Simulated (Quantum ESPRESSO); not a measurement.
# NaI: dielectric tensor and Born charges under several settings

```
I Na
1.0
     0.00000    3.23640    3.23640
     3.23640    0.00000    3.23640
     3.23640    3.23640    0.00000
I Na
1 1
Direct
  0.50000 0.50000 0.50000
  0.00000 0.00000 0.00000
```

All runs used Quantum ESPRESSO 7.5; k mesh 6 × 6 × 6, shifted; given cell; no spin polarisation; cutoff 612 eV; occupations smeared at first, fixed for the response.

```csv
level,potentials,pressure (GPa),ε∞ (diagonal),Born charge of atom 1 (e)
LDA,GBRV 1.5 LDA,-1.6,3.46,-1.21
PBE,GBRV 1.5 PBE,0.5,3.38,-1.20
PBEsol,GBRV 1.5 PBEsol,-0.5,3.42,-1.20
WC,GBRV 1.5 PBE,-0.4,3.42,-1.19
BLYP,GBRV 1.5 PBE,1.4,3.29,-1.20
AM05,GBRV 1.5 PBE,?,?,?
```

Question: What stands in the row left open?

Answer: Pressure 0.2 GPa; ε∞ 3.36; Born charge of atom 1 -1.20 e.

Caveats: the potentials were made for another functional, which shifts forces and pressure (some runs).

For the row left open. Caveat: the potentials were made for another functional, which shifts forces and pressure.
